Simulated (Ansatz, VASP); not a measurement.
# Cu: VASP beside Ansatz

```
Cu
1.0
     0.00000    1.75886    1.75886
     1.75886    0.00000    1.75886
     1.75886    1.75886    0.00000
Cu
1
Direct
  0.00000 0.00000 0.00000
```

Alike in both runs: functional LDA; k mesh 12 × 12 × 12; occupations gaussian, width 0.1 eV; no spin polarisation.

Ansatz relaxed the structure, and its values are those at the end. VASP's run is a single point on that final structure, the one shown.

|  | VASP | Ansatz |
| --- | --- | --- |
| version | VASP 6.6.1 | Ansatz 0.2.0 |
| potentials or method | VASP PAW LDA potentials, release 64 (Cu) | scalar-relativistic, plane waves, PAW |
| plane-wave cutoff (eV) | 520 | 420 |
| valence electrons in the cell | 11 | 19 |

VASP gave:

```
gap on the k mesh at the Fermi level (eV) : none
pressure (GPa)                            : 0.8
```

Q: Which values does Ansatz return?

A: gap on the k mesh at the Fermi level (eV): none; pressure (GPa): 0.0.

A gap of «none» marks a metal or a gap that the smearing closes. The two sets of potentials don't hold the same shells in valence.
